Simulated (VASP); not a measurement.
# ZrS2 in VASP: a series of runs, part 2 of 2

VASP 6.6.1.

## Step 5: Single point, PBE

This run uses another cell than the first one, of 23.76 Å³/atom, 0.469 times its volume.

Contents of INCAR:

```
PREC = Accurate
ENCUT = 450
EDIFF = 1E-7
ISMEAR = 0
SIGMA = 0.02
LREAL = F
LASPH = T
NELM = 60
ALGO = Normal
ISIF = 2
LWAVE = F
LCHARG = T
GGA = PE
LELF = T
LVHAR = T
```

Contents of KPOINTS:

```
Automatic mesh
0
Gamma
  4 4 3
```

Contents of POSCAR:

```
ZrS2
1.0
    3.6913825498      0.0000000000      0.0000000000
   -1.8456912749      3.1968310632      0.0000000000
    0.0000000000      0.0000000000      6.0410770100
Zr S
1 2
Direct
    0.0000000000      0.0000000000      0.0000000000
    0.3333333333      0.6666666667      0.2379099700
    0.6666666667      0.3333333333      0.7620900300
```

Potentials or basis: VASP PAW PBE potentials, release 64 (Zr_sv_GW, S_GW).

The run is started by

```console
cat potpaw_PBE.64/Zr_sv_GW/POTCAR potpaw_PBE.64/S_GW/POTCAR > POTCAR
mpirun -np 1 vasp_std > vasp.out
```

OUTCAR:

```text
PREC = Accurate
   ENCUT = 450
   EDIFF = 1E-7
   ISMEAR = 0
   LREAL = F
   LASPH = T
   NELM = 60
   ISIF = 2
   GGA = PE

 ion  position               nearest neighbor table
   1  0.000  0.000  0.000-
   2  0.333  0.667  0.238-
   3  0.667  0.333  0.762-

  LATTYP: Found a hexagonal cell.
 ALAT       =     3.6913825498
 C/A-ratio  =     1.6365350728

  Lattice vectors:

 A1 = (   3.6913825498,   0.0000000000,   0.0000000000)
 A2 = (  -1.8456912749,   3.1968310632,   0.0000000000)
 A3 = (   0.0000000000,   0.0000000000,   6.0410770100)

Analysis of symmetry for initial positions (statically):
=====================================================================
 Subroutine PRICEL returns:
 Original cell was already a primitive cell.

 Routine SETGRP: Setting up the symmetry group for a
 hexagonal supercell.

 Subroutine GETGRP returns: Found 12 space group operations
 (whereof 12 operations were pure point group operations)
 out of a pool of 24 trial point group operations.

The static configuration has the point symmetry D_3d.

Analysis of symmetry for dynamics (positions and initial velocities):
=====================================================================
 Subroutine PRICEL returns:
 Original cell was already a primitive cell.

 Routine SETGRP: Setting up the symmetry group for a
 hexagonal supercell.

 Subroutine GETGRP returns: Found 12 space group operations
 (whereof 12 operations were pure point group operations)
 out of a pool of 24 trial point group operations.

The dynamic configuration has the point symmetry D_3d.

 Subroutine INISYM returns: Found 12 space group operations
 (whereof 12 operations are pure point group operations),
 and found     1 'primitive' translations

----------------------------------------------------------------------------------------

                                     Primitive cell

  volume of cell :      71.2891

  direct lattice vectors                    reciprocal lattice vectors
     3.691382550  0.000000000  0.000000000     0.270901210  0.156404887  0.000000000
    -1.845691275  3.196831063  0.000000000     0.000000000  0.312809773  0.000000000
     0.000000000  0.000000000  6.041077010     0.000000000  0.000000000  0.165533397

  length of vectors
     3.691382550  3.691382550  6.041077010     0.312809773  0.312809773  0.165533397

  position of ions in fractional coordinates (direct lattice)
     0.000000000  0.000000000  0.000000000
     0.333333333  0.666666667  0.237909970
     0.666666667  0.333333333  0.762090030

  ion indices of the primitive-cell ions
   primitive index   ion index
                 1           1
                 2           2
                 3           3

----------------------------------------------------------------------------------------

 KPOINTS: Automatic mesh

Automatic generation of k-mesh.
 Grid dimensions read from file:
 generate k-points for:    4    4    3

 Generating k-lattice:

  Cartesian coordinates                     Fractional coordinates (reciprocal lattice)
     0.067725303  0.039101222  0.000000000     0.250000000 -0.000000000  0.000000000
     0.000000000  0.078202443  0.000000000     0.000000000  0.250000000  0.000000000
     0.000000000  0.000000000  0.055177799     0.000000000  0.000000000  0.333333333

  Length of vectors
     0.078202443  0.078202443  0.055177799

  Shift w.r.t. Gamma in fractional coordinates (k-lattice)
     0.000000000  0.000000000  0.000000000

 Subroutine IBZKPT returns following result:
 ===========================================

 Found      9 irreducible k-points:

 Following reciprocal coordinates:
            Coordinates               Weight
  0.000000  0.000000  0.000000      1.000000
  0.250000 -0.000000  0.000000      6.000000
  0.500000 -0.000000  0.000000      3.000000
  0.250000  0.250000  0.000000      6.000000
  0.000000  0.000000  0.333333      2.000000
  0.250000 -0.000000  0.333333      6.000000
  0.000000  0.250000  0.333333      6.000000
  0.500000 -0.000000  0.333333      6.000000
  0.250000  0.250000  0.333333     12.000000
   k-points           NKPTS =      9   k-points in BZ     NKDIM =      9   number of bands    NBANDS=     16
   number of dos      NEDOS =    301   number of ions     NIONS =      3
   total plane-waves  NPLWV =  32928
   dimension x,y,z NGX =    28 NGY =   28 NGZ =   42
   dimension x,y,z NGXF=    56 NGYF=   56 NGZF=   84
   ions per type =               1   2
   NGX,Y,Z   is equivalent  to a cutoff of  12.61, 12.61, 11.56 a.u.
   NGXF,Y,Z  is equivalent  to a cutoff of  25.22, 25.22, 23.12 a.u.
 SYSTEM =  unknown system
   PREC   = accura    normal or accurate (medium, high low for compatibility)
   ISTART =      0    job   : 0-new  1-cont  2-samecut
   ICHARG =      2    charge: 1-file 2-atom 10-const
   ISPIN  =      1    spin polarized calculation?
   LNONCOLLINEAR =      F non collinear calculations
   LSORBIT =      F    spin-orbit coupling
   LASPH  =      T    aspherical Exc in radial PAW
   ENCUT  =  450.0 eV  33.07 Ry    5.75 a.u.   6.38  6.38 10.45*2*pi/ulx,y,z
   NELM   =     60;   NELMIN=  2; NELMDL= -5     # of ELM steps
   EDIFF  = 0.1E-06   stopping-criterion for ELM
   LREAL  =      F    real-space projection
   EDIFFG = 0.1E-05   stopping-criterion for IOM
   NSW    =      0    number of steps for IOM
   IBRION =     -1    ionic relax: 0-MD 1-quasi-New 2-CG
   NFREE  =      0    steps in history (QN), initial steepest desc. (CG)
   ISIF   =      2    stress and relaxation
   ISYM   =      2    0-nonsym 1-usesym 2-fastsym
   POTIM  = 0.5000    time-step for ionic-motion
   TEBEG  =    0.0;   TEEND  =   0.0 temperature during run
   PSTRESS=    0.0 pullay stress
   NELECT =      24.0000    total number of electrons
   NUPDOWN=      -1.0000    fix difference up-down
   EMIN   =  10.00;   EMAX   =-10.00  energy-range for DOS
   EFERMI =   0.00;   METHOD = LEGACY
   ISMEAR =     0;   SIGMA  =   0.02  broadening in eV -4-tet -1-fermi 0-gaus
   EFERMI_NEDOS =   21; number of points for ismear=-14 and -15
   IALGO  =     38    algorithm
   IMIX   =      4    mixing-type and parameters
     AMIX     =   0.40;   BMIX     =  1.00
     AMIX_MAG =   1.60;   BMIX_MAG =  1.00
  volume/ion in A,a.u.               =      23.76       160.36
  Fermi-wavevector in a.u.,A,eV,Ry     =   1.138861  2.152136 17.646828  1.297005
  Thomas-Fermi vector in A             =   2.275565
   LORBIT       =      0    0 simple, 1 ext, 2 COOP (PROOUT), +10 PAW based schemes
   GGA     = PE    functional components
   LHFCALC =     F    Hartree Fock is set to
   AEXX    =    0.0000 exact exchange contribution
   IVDW    =     0    specifies the selected vdW correction
   LEPSILON=     F    determine dielectric tensor
   LRPA    =     F    only Hartree local field effects (RPA)
 non-spin polarized calculation
 Gauss-broadening in eV      SIGMA  =   0.02
  energy-cutoff  :      450.00
  volume of cell :       71.29
 maximum number of plane-waves:      1578
 NGX is ok and might be reduce to    28
   NGX = 13   NGY = 13   NGZ = 21

 number of electron      23.9999995 magnetization

 Free energy of the ion-electron system (eV)
  ---------------------------------------------------
  ext. energy  EPLUGINS =         0.00000000
  ---------------------------------------------------
  free energy    TOTEN  =       -23.09974976 eV

  energy without entropy =      -23.09974976  energy(sigma->0) =      -23.09974976

 E-fermi :   4.2954     XC(G=0):  -9.3426

 val. band max:        4.0568542182   @ k =   0.0000   0.0000   0.0000
 cond. band min:       5.1672782262   @ k =   0.5000  -0.0000   0.3333
 fundamental gap:      1.1104240080
 Fermi energy:         4.2954383923

 k-point     1 :       0.0000    0.0000    0.0000
  band No.  band energies     occupation
      1     -44.9287      2.00000
      2     -22.9935      2.00000
      3     -22.8381      2.00000
      4     -22.8381      2.00000
      5      -8.4659      2.00000
      6      -7.0684      2.00000
[... 8 lines left out ...]
     15       6.5060      0.00000
     16       9.0903      0.00000
[... 134 lines left out ...]
 k-point     9 :       0.2500    0.2500    0.3333
  band No.  band energies     occupation
      1     -44.9114      2.00000
      2     -23.0354      2.00000
      3     -22.9455      2.00000
      4     -22.9350      2.00000
      5      -7.3527      2.00000
      6      -7.2478      2.00000
[... 8 lines left out ...]
     15       7.4240      0.00000
     16       8.8632      0.00000

------------------------ aborting loop because EDIFF is reached ----------------------------------------

  FORCE on cell =-STRESS in cart. coord.  units (eV):
  Direction    XX          YY          ZZ          XY          YZ          ZX
  --------------------------------------------------------------------------------------
  -------------------------------------------------------------------------------------
  Total        0.1904949      0.1904949      0.3673994      0.0000000      0.0000000     -0.0000000
  in kB        4.2812525      4.2812525      8.2570681      0.0000000      0.0000000     -0.0000000
  external PRESSURE =       5.6065244 kB  Pullay stress =       0.0000000 kB

 VOLUME and BASIS-vectors are now :
 -----------------------------------------------------------------------------
  energy-cutoff  :      450.00
  volume of cell :       71.29
      direct lattice vectors                 reciprocal lattice vectors
     3.691382550  0.000000000  0.000000000     0.270901210  0.156404887  0.000000000
    -1.845691275  3.196831063  0.000000000     0.000000000  0.312809773  0.000000000
     0.000000000  0.000000000  6.041077010     0.000000000  0.000000000  0.165533397

 POSITION                                       TOTAL-FORCE (eV/Angst)
 -----------------------------------------------------------------------------------
      0.00000      0.00000      0.00000        -0.000000      0.000000      0.000000
     -0.00000      2.13122      1.43723        -0.000000      0.000000      0.029729
      1.84569      1.06561      4.60384         0.000000     -0.000000     -0.029729
 -----------------------------------------------------------------------------------
    total drift:                                0.000000      0.000000      0.000000

  FREE ENERGIE OF THE ION-ELECTRON SYSTEM (eV)
  ---------------------------------------------------
  free  energy   TOTEN  =       -23.0997497620 eV

  energy  without entropy=      -23.0997497620  energy(sigma->0) =      -23.09974976
```

OSZICAR:

```text
N       E                     dE             d eps       ncg     rms          rms(c)
DAV:   1     0.170615351446E+03    0.17062E+03   -0.10964E+04   288   0.124E+03
DAV:   2    -0.116764311693E+02   -0.18229E+03   -0.18078E+03   488   0.356E+02
DAV:   3    -0.263275708471E+02   -0.14651E+02   -0.14637E+02   408   0.924E+01
DAV:   4    -0.267658326463E+02   -0.43826E+00   -0.43818E+00   512   0.203E+01
DAV:   5    -0.267702324529E+02   -0.43998E-02   -0.43992E-02   416   0.155E+00    0.759E+00
DAV:   6    -0.232087345293E+02    0.35615E+01   -0.13406E+01   416   0.202E+01    0.287E+00
DAV:   7    -0.231081109135E+02    0.10062E+00   -0.10652E+00   392   0.690E+00    0.161E+00
DAV:   8    -0.230980515132E+02    0.10059E-01   -0.14611E-01   424   0.281E+00    0.548E-01
DAV:   9    -0.231001873819E+02   -0.21359E-02   -0.29717E-02   392   0.115E+00    0.172E-01
DAV:  10    -0.230997726500E+02    0.41473E-03   -0.70367E-03   488   0.563E-01    0.682E-02
DAV:  11    -0.230997474274E+02    0.25223E-04   -0.10258E-03   416   0.208E-01    0.189E-02
DAV:  12    -0.230997475388E+02   -0.11131E-06   -0.13960E-04   416   0.753E-02    0.579E-03
DAV:  13    -0.230997496688E+02   -0.21300E-05   -0.91159E-06   392   0.247E-02    0.235E-03
DAV:  14    -0.230997496720E+02   -0.32130E-08   -0.21600E-06   456   0.922E-03    0.627E-04
DAV:  15    -0.230997497620E+02   -0.90046E-07   -0.24704E-07   368   0.382E-03
   1 F= -.23099750E+02 E0= -.23099750E+02  d E =-.370249E-65
```

stdout:

```text
POSCAR found type information on POSCAR ZrS
 POSCAR found :  2 types and       3 ions
 scaLAPACK will be used
 LDA part: xc-table for (Slater+PW92), standard interpolation
 POSCAR, INCAR and KPOINTS ok, starting setup
 FFT: planning ... GRIDC
 FFT: planning ... GRID_SOFT
 FFT: planning ... GRID
 WAVECAR not read
 entering main loop
```

Wall time 18 s (1 thread of Intel Xeon Platinum 8259CL at 2.50GHz (Skylake/Cascade Lake), shared host); peak memory 0.18 GiB.

Results:

| Item | Value |
| --- | --- |
| Free energy | -23.0997 eV |
| Pressure | 0.6 GPa |
| Largest force | 0.030 eV/Å |
| Band gap on the k mesh | 1.11 eV, indirect (least direct gap 1.61 eV) |

Forces in eV/Å, atoms in the order of the input:
```
Zr   0.000  0.000  0.000
S    0.000  0.000  0.030
S    0.000  0.000 -0.030
```

Caveat: the k mesh is coarse (spacing up to 0.49 Å⁻¹), so the values aren't converged; an odd mesh through Γ misses points on the zone boundary, where band edges often lie; this functional lacks dispersion, which binds the layers, so the pressure and a relaxed spacing across them are unreliable.
